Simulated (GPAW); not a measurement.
# CoSi2 (Fm-3m) in GPAW: a series of runs

Aim: see how the results for CoSi2 move with the level of theory and the settings. Levels: LDA, r2SCAN, PBE. Tasks: single point.

Program: GPAW 26.7.0. These are calculated values, not measurements. Logs are shortened: lines on timing, memory, paths and dates and some standing lists are left out, and cuts for length are marked. The log counts tension as positive stress, the text compression.

## (1) Starting point

It takes space group Fm-3m (No. 225, cubic). Conventional cell: a = 5.356 Å, b = 5.356 Å, c = 5.356 Å, α = 90.00°, β = 90.00°, γ = 90.00°. Co (site symmetry m-3m) has 8 Si at 2.32 Å as nearest neighbours. Around Si (site symmetry -43m) lie 4 Co at 2.32 Å.

## (2) Single point, LDA, collinear spin, ferromagnetic start

The input, run.py:

```python
from ase.dft.bandgap import bandgap
from ase.io import write
from ase.spacegroup import crystal
from ase.units import GPa
from gpaw import GPAW, PW

# Co 4a
# Si 8c
atoms = crystal(['Co', 'Si'],
                basis=[[0.0, 0.0, 0.0],
                       [0.25, 0.25, 0.75]],
                spacegroup=225, setting=1,  # Fm-3m
                cellpar=[5.356, 5.356, 5.356, 90.0, 90.0, 90.0],
                primitive_cell=True)
atoms.set_initial_magnetic_moments([3.0, 0.0, 0.0])

calc = GPAW(mode=PW(400),
            xc='LDA',
            kpts={'size': (7, 7, 7), 'gamma': True},
            occupations={'name': 'fermi-dirac', 'width': 0.05},
            nbands=20,
            maxiter=120,
            txt='gpaw.txt')
atoms.calc = calc
energy = atoms.get_potential_energy()
forces = atoms.get_forces()
stress = atoms.get_stress()
calc.write('gs.gpw')
write('result.traj', atoms)
print(f'Energy: {energy:.6f} eV')
print('Forces (eV/A):')
print(forces.round(4))
print('Stress (GPa):', (stress / GPa).round(3))
print('Moments:', calc.get_magnetic_moments().round(3))
print('Fermi level:', round(calc.get_fermi_level(), 4), 'eV')
print(f'Gap: {bandgap(calc)[0]:.4f} eV, direct: {bandgap(calc, direct=True)[0]:.4f} eV')
```

Potentials or basis: the program's PAW data sets (release 1.2.1) made for this functional, pw.

The run is started by

```
$ OMP_NUM_THREADS=1 python run.py
```

gpaw.txt:

```text
__  _  _
 | _ |_)|_||  |
 |__||  | ||/\| - 26.7.0

Input parameters:
  mode=PW(ecut=400.0),
  kpts=MonkhorstPack(size=(7, 7, 7), gamma=True),
  maxiter=120,
  nbands=20,
  occupations=Occupations(name='fermi-dirac', width=0.05),
  xc=XC(name='LDA')

Diagonalizing LCAO Hamiltonian
Converting LCAO to pw mode

                    Si

           Si

       Co

Atoms  # Å, Bohr magnetons
|   | symbol |        x |        y |        z |    initial magnetic moments |
|---|--------|----------|----------|----------|-----------------------------|
| 0 |     Co | 0.000000 | 0.000000 | 0.000000 | ( 0.0000,  0.0000,  3.0000) |
| 1 |     Si | 4.017000 | 4.017000 | 4.017000 | ( 0.0000,  0.0000,  0.0000) |
| 2 |     Si | 1.339000 | 1.339000 | 1.339000 | ( 0.0000,  0.0000,  0.0000) |

Unit cell  # Å
| periodic |        x |        y |        z |  lengths |    angles |
|----------|----------|----------|----------|----------|-----------|
|      yes | 0.000000 | 2.678000 | 2.678000 | 3.787264 | 60.000000 |
|      yes | 2.678000 | 0.000000 | 2.678000 | 3.787264 | 60.000000 |
|      yes | 2.678000 | 2.678000 | 0.000000 | 3.787264 | 60.000000 |

Number of symmetries: 48
Symmetry operations  # r_c * U_cc + t_c -> r_c
|    | kind |            matrix            |
|----|------|------------------------------|
|  0 |  σ   |  1, 0, 0,  1, 0,-1,  1,-1, 0 |
|  1 |  C2  |  1, 0, 0,  1,-1, 0,  1, 0,-1 |
|  2 |  E   |  1, 0, 0,  0, 1, 0,  0, 0, 1 |
|  3 |  σ   |  1, 0, 0,  0, 0, 1,  0, 1, 0 |
|  4 |  C4  |  1, 0,-1,  1, 0, 0,  1,-1, 0 |
|  5 |  S6  |  1, 0,-1,  1,-1, 0,  1, 0, 0 |
|  6 |  σ   |  1, 0,-1,  0, 1,-1,  0, 0,-1 |
|  7 |  C3  |  1, 0,-1,  0, 0,-1,  0, 1,-1 |
|  8 |  S6  |  1,-1, 0,  1, 0, 0,  1, 0,-1 |
|  9 |  C4  |  1,-1, 0,  1, 0,-1,  1, 0, 0 |
| 10 |  C3  |  1,-1, 0,  0,-1, 1,  0,-1, 0 |
| 11 |  σ   |  1,-1, 0,  0,-1, 0,  0,-1, 1 |
| 12 |  σ   |  0, 1, 0,  1, 0, 0,  0, 0, 1 |
| 13 |  C4  |  0, 1, 0,  0, 1,-1, -1, 1, 0 |
| 14 |  C3  |  0, 1, 0,  0, 0, 1,  1, 0, 0 |
| 15 |  S6  |  0, 1, 0, -1, 1, 0,  0, 1,-1 |
| 16 |  C2  |  0, 1,-1,  1, 0,-1,  0, 0,-1 |
| 17 |  σ   |  0, 1,-1,  0, 1, 0, -1, 1, 0 |
| 18 |  S4  |  0, 1,-1,  0, 0,-1,  1, 0,-1 |
| 19 |  C4  |  0, 1,-1, -1, 1, 0,  0, 1, 0 |
| 20 |  C3  |  0, 0, 1,  1, 0, 0,  0, 1, 0 |
| 21 |  σ   |  0, 0, 1,  0, 1, 0,  1, 0, 0 |
| 22 |  S6  |  0, 0, 1,  0,-1, 1, -1, 0, 1 |
| 23 |  C4  |  0, 0, 1, -1, 0, 1,  0,-1, 1 |
| 24 |  S4  |  0, 0,-1,  1, 0,-1,  0, 1,-1 |
| 25 |  C3  |  0, 0,-1,  0, 1,-1,  1, 0,-1 |
| 26 |  C2  |  0, 0,-1,  0,-1, 0, -1, 0, 0 |
| 27 |  S6  |  0, 0,-1, -1, 0, 0,  0,-1, 0 |
| 28 |  S4  |  0,-1, 1,  1,-1, 0,  0,-1, 0 |
| 29 |  C4  |  0,-1, 1,  0, 0, 1, -1, 0, 1 |
| 30 |  C2  |  0,-1, 1,  0,-1, 0,  1,-1, 0 |
| 31 |  σ   |  0,-1, 1, -1, 0, 1,  0, 0, 1 |
| 32 |  C3  |  0,-1, 0,  1,-1, 0,  0,-1, 1 |
| 33 |  S6  |  0,-1, 0,  0, 0,-1, -1, 0, 0 |
| 34 |  S4  |  0,-1, 0,  0,-1, 1,  1,-1, 0 |
| 35 |  C2  |  0,-1, 0, -1, 0, 0,  0, 0,-1 |
| 36 |  C2  | -1, 1, 0,  0, 1, 0,  0, 1,-1 |
| 37 |  S6  | -1, 1, 0,  0, 1,-1,  0, 1, 0 |
| 38 |  S4  | -1, 1, 0, -1, 0, 1, -1, 0, 0 |
| 39 |  C3  | -1, 1, 0, -1, 0, 0, -1, 0, 1 |
| 40 |  S6  | -1, 0, 1,  0, 0, 1,  0,-1, 1 |
| 41 |  C2  | -1, 0, 1,  0,-1, 1,  0, 0, 1 |
| 42 |  C3  | -1, 0, 1, -1, 1, 0, -1, 0, 0 |
| 43 |  S4  | -1, 0, 1, -1, 0, 0, -1, 1, 0 |
| 44 |  C2  | -1, 0, 0,  0, 0,-1,  0,-1, 0 |
| 45 |  i   | -1, 0, 0,  0,-1, 0,  0, 0,-1 |
| 46 |  σ   | -1, 0, 0, -1, 1, 0, -1, 0, 1 |
| 47 |  C2  | -1, 0, 0, -1, 0, 1, -1, 1, 0 |

BZ-sampling:
  Number of BZ points: 343
  Number of IBZ points: 20

  Monkhorst-Pack size: [7, 7, 7]
  Monkhorst-Pack shift: [0, 0, 0]

K-points  # in reciprocal-cell coordinates
|     |                                coordinates |     weight |
|-----|--------------------------------------------|------------|
|   0 | (  0.00000000,   0.00000000,   0.00000000) | 0.00291545 |
|   1 | (  0.14285714,   0.14285714,   0.00000000) | 0.01749271 |
|   2 | (  0.14285714,   0.14285714,   0.14285714) | 0.02332362 |
|   3 | (  0.28571429,   0.14285714,   0.14285714) | 0.03498542 |
|   4 | (  0.28571429,   0.28571429,   0.00000000) | 0.01749271 |
|   5 | (  0.28571429,   0.28571429,   0.14285714) | 0.06997085 |
|   6 | (  0.28571429,   0.28571429,   0.28571429) | 0.02332362 |
|   7 | (  0.42857143,  -0.28571429,  -0.28571429) | 0.03498542 |
|   8 | (  0.42857143,   0.28571429,  -0.42857143) | 0.13994169 |
|   9 | (  0.42857143,   0.28571429,  -0.28571429) | 0.06997085 |
| ... |                                            |            |
|  19 | (  0.42857143,   0.42857143,   0.42857143) | 0.02332362 |

Plane wave coefficients: 725
Cutoff: 400.0 eV

Spin-components: 2 (collinear spins)
Bands:           20
Projectors:      16
Spin-degeneracy: 1
Datatype:        complex128

Parallelization:
  kpt:    1
  domain: 1
  band:   1

Density:
  Valence electrons: 17.0
  Components: 2
  Grid points: [18 18 18]
  Charge: 0.0  # |e|

Potential:
  Grid points: [18 18 18]

species:
  Co:
    name:    Cobalt
    Z:       27.0
    valence: 9
    core:    18
    charge:  0.0  # [|e|]
    compensation charges:
      type: gauss
      rc: 0.32  # [Å]
      lmax: 2
    cutoffs:
      filter: 1.87  # [Å]
      core: 2.55  # [Å]
    projectors
    | kind |    occ | energy [eV] | rcut [Å] |
    |------|--------|-------------|----------|
    |   4s |  2.000 |      -5.672 |    1.005 |
    |   4p |  0.000 |      -1.387 |    1.058 |
    |   3d |  7.000 |      -8.461 |    1.005 |
    |    s |        |      21.539 |    1.005 |
    |    p |        |      25.825 |    1.058 |
    |    d |        |      18.750 |    1.005 |

    Using partial waves for Co as LCAO basis

  Si:
    name:    Silicon
    Z:       14.0
    valence: 4
    core:    10
    charge:  0.0  # [|e|]
    compensation charges:
      type: gauss
      rc: 0.33  # [Å]
      lmax: 2
    cutoffs:
      filter: 1.86  # [Å]
      core: 2.06  # [Å]
    projectors
    | kind |    occ | energy [eV] | rcut [Å] |
    |------|--------|-------------|----------|
    |   3s |  2.000 |     -10.878 |    1.058 |
    |   3p |  2.000 |      -4.162 |    1.058 |
    |    s |        |      16.334 |    1.058 |
    |    p |        |      23.049 |    1.058 |
    |    d |        |       0.000 |    1.058 |

    Using partial waves for Si as LCAO basis

Reference energy: -53555.693070  # eV

eigensolver:
  PPCG
  Converge bands: occupied
  niter=2

density mixing:
  MSR1-Mixer
  Pratt-step length: 0.05
  Maximum mixing coefficient: 0.75
  Old densities: 10
  SVD Regularization: 0.005
  Good broyden scale: 1.0
  Trust region scale: 1.0
  Backstep threshold: 4.0
  History deletion threshold: 6.0
  Fourier metric: weight=20.0, sigma=0.015

occupation numbers:
  Fermi-Dirac:
    width: 0.0500  # eV

poisson solver:
  ecut: 3200.0  # eV

xc functional:
  name: None

convergence criteria:
- Maximum [total energy] change in last 3 cyles: 0.0005 eV / valence electron
- Maximum integral of absolute [dens]ity change: 0.0001 electrons / valence electron
- Maximum integral of absolute [eigenst]ate change: 4e-08 eV^2 / valence electron
maximum number of iterations: 120

SCF iterations
|iter     | |      energy | eigst |  dens |  magmom |
|---------|-|-------------|-------|-------|---------|
|iter:   1| |  -22.418488 | +0.68 |       |  +3.0062|
|iter:   2| |  -22.150222 | -1.51 | -0.54 |  +2.8742|
|iter:   3| |  -22.660960 | -2.00 | -0.59 |  +1.7471|
|iter:   4| |  -23.408513 | -0.95 | -0.80 |  +0.4386|
|iter:   5| |  -22.796501 | -1.18 | -0.91 |  +0.1998|
|iter:   6| |  -22.817547 | -2.88 | -1.41 |  -0.0788|
|iter:   7| |  -22.819160 | -3.78 | -1.78 |  -0.0666|
|iter:   8| |  -22.819524c| -5.28 | -2.29 |  -0.0126|
|iter:   9| |  -22.819552c| -5.97 | -2.90 |  -0.0028|
|iter:  10| |  -22.819553c| -7.18 | -3.61 |  -0.0009|
|iter:  11| |  -22.819553c| -8.15c| -4.25c|  -0.0002|

Converged in 11 steps
Energy contributions relative to reference atoms: (reference = -53555.693070)

Energy contributions:
  Kinetic:          20.208784
  Coulomb:         -14.914823
  Zero:              0.286508
  External:          0.000000
  Xc:              -28.395732
  Entropy:          -0.008580
  Spinorbit:         0.000000
  ----------------------------
  Free energy:     -22.823843
  Extrapolated:    -22.819553

dipole moment: (-14.560587, -14.560587, -14.560587)  # |e|*Ang

Total magnetic moment: (0.000000, 0.000000, -0.000176)

Local magnetic moments
|        x |        y |         z |
|----------|----------|-----------|
| 0.000000 | 0.000000 | -0.000040 |  # Co   0
| 0.000000 | 0.000000 | -0.000025 |  # Si   1
| 0.000000 | 0.000000 | -0.000025 |  # Si   2

Fermi level: 9.417
Eigenvalues  # (at kpt = [0.000, 0.000, 0.000])
| band index |      eig [eV] | occ [0-1] |      eig [eV] | occ [0-1] |
|------------|---------------|-----------|---------------|-----------|
|          0 |        -3.711 |     1.000 |        -3.711 |     1.000 |
|          1 |         5.294 |     1.000 |         5.294 |     1.000 |
|          2 |         5.294 |     1.000 |         5.294 |     1.000 |
|          3 |         5.294 |     1.000 |         5.294 |     1.000 |
|          4 |         7.482 |     1.000 |         7.482 |     1.000 |
|          5 |         7.482 |     1.000 |         7.482 |     1.000 |
|          6 |        10.068 |     0.000 |        10.068 |     0.000 |
|          7 |        12.824 |     0.000 |        12.824 |     0.000 |
|          8 |        12.824 |     0.000 |        12.824 |     0.000 |
|          9 |        12.824 |     0.000 |        12.824 |     0.000 |
|         10 |        12.847 |     0.000 |        12.847 |     0.000 |
|         11 |        12.847 |     0.000 |        12.847 |     0.000 |
|         12 |        12.847 |     0.000 |        12.847 |     0.000 |
|         13 |        15.051 |     0.000 |        15.051 |     0.000 |
|        ... |               |           |               |           |
|         19 |        24.076 |     0.000 |        24.076 |     0.000 |

No gap
No difference between direct/indirect transitions

Forces  # eV/Ang
|       x |       y |        z |
|---------|---------|----------|
| 0.00000 | 0.00000 |  0.00000 |  # Co   0
| 0.00000 | 0.00000 | -0.00000 |  # Si   1
| 0.00000 | 0.00000 | -0.00000 |  # Si   2

Stress tensor  # eV/Ang^3
|        x |         y |         z |
|----------|-----------|-----------|
| 0.061028 |  0.000000 |  0.000000 |
| 0.000000 |  0.061028 | -0.000000 |
| 0.000000 | -0.000000 |  0.061028 |

# Writing to gs.gpw (mode='')
```

Wall time 14 s (1 thread of Arm Neoverse V2, shared host); peak memory 0.14 GiB.

The run converged, but some of its settings lie outside the range that counts as converged, so its numbers aren't taken as properties of the crystal.

Results:

```
Free energy            : -22.8238 eV
Pressure               : -9.8 GPa
Band gap on the k mesh : none (metal or under the smearing width)
Net moment             : 0.00 μB per cell
```

Caveat: the cutoff is short for stress and forces, so pressures can be off by a GPa or more; the starting moments collapsed, and a magnetic state may lie lower.

(Continued in part 2 of 2.)
